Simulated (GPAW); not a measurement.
Input of a GPAW 26.7.0 run:

run.py

```python
from ase import Atoms
from ase.dft.bandgap import bandgap
from ase.io import write
from ase.units import GPa
from gpaw import GPAW, PW

atoms = Atoms(['Sn', 'Se', 'Se'],
              cell=[[3.811, 0.0, 0.0],
                    [-1.9055, 3.3004228138, 0.0],
                    [0.0, 0.0, 6.136]],
              scaled_positions=[[0.0, 0.0, 0.0],
                                [0.6666666667, 0.3333333333, 0.751],
                                [0.3333333333, 0.6666666667, 0.249]],
              pbc=True)

calc = GPAW(mode=PW(450),
            xc='LDA',
            kpts={'size': (7, 7, 4), 'gamma': True},
            occupations={'name': 'fermi-dirac', 'width': 0.05},
            nbands=24,
            maxiter=120,
            txt='gpaw.txt')
atoms.calc = calc
energy = atoms.get_potential_energy()
forces = atoms.get_forces()
stress = atoms.get_stress()
calc.write('gs.gpw')
write('result.traj', atoms)
print(f'Energy: {energy:.6f} eV')
print('Forces (eV/A):')
print(forces.round(4))
print('Stress (GPa):', (stress / GPa).round(3))
print('Fermi level:', round(calc.get_fermi_level(), 4), 'eV')
print(f'Gap: {bandgap(calc)[0]:.4f} eV, direct: {bandgap(calc, direct=True)[0]:.4f} eV')
```

Potentials or basis: the program's PAW data sets (release 1.2.1) made for this functional, pw.

Run with:

```bash
$ OMP_NUM_THREADS=1 python run.py
```

(1) Predict the largest force.

(2) Predict the pressure.

(3) What does it give for the band gap on the k mesh?

Results:

(1) 0.449 eV/Å.

(2) -0.2 GPa.

(3) 0.68 eV, indirect (least direct gap 0.88 eV).

Caveat: the cutoff is short for stress and forces, so pressures can be off by a GPa or more; spin-orbit coupling is left out, which moves the levels of the heavy elements; an odd mesh through Γ misses points on the zone boundary, where band edges often lie.
